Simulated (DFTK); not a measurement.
Crystal: Hf.

```
Hf
1.0
    -1.80500    1.80500    1.80500
     1.80500   -1.80500    1.80500
     1.80500    1.80500   -1.80500
Hf
1
Direct
  0.00000 0.00000 0.00000
```

This isn't the form of Hf at room conditions, which is hcp.

Program: DFTK 0.8.2. Alike in all runs: task band structure; no spin polarisation; cell as given; cutoff (eV) 1225; smearing fermi-dirac 0.05 eV.

**Question.** Order these runs on this cell by their pressure, lowest first.
A. level TASK; potentials or basis in-house norm-conserving set (r2SCAN, scalar relativistic); k mesh 7 × 7 × 7
B. level TM; potentials or basis in-house norm-conserving set (r2SCAN, scalar relativistic); k mesh 8 × 8 × 8; SCF solver ScfAndersonSolver
C. level M06-L; potentials or basis SG15 1.2 (PBE); k mesh 8 × 8 × 8; SCF solver ScfAndersonSolver

**Answer.** C (-15.3 GPa), B (-9.3 GPa), A (0.0 GPa).

Caveats: the potentials were made for another functional, which shifts forces and pressure; the program warned that the kinetic-energy density falls under its von Weizsäcker bound, which can give unphysical results (some runs); so large a pressure means that the cell lies far from this level's equilibrium, or that cutoff or potentials fall short (some runs).
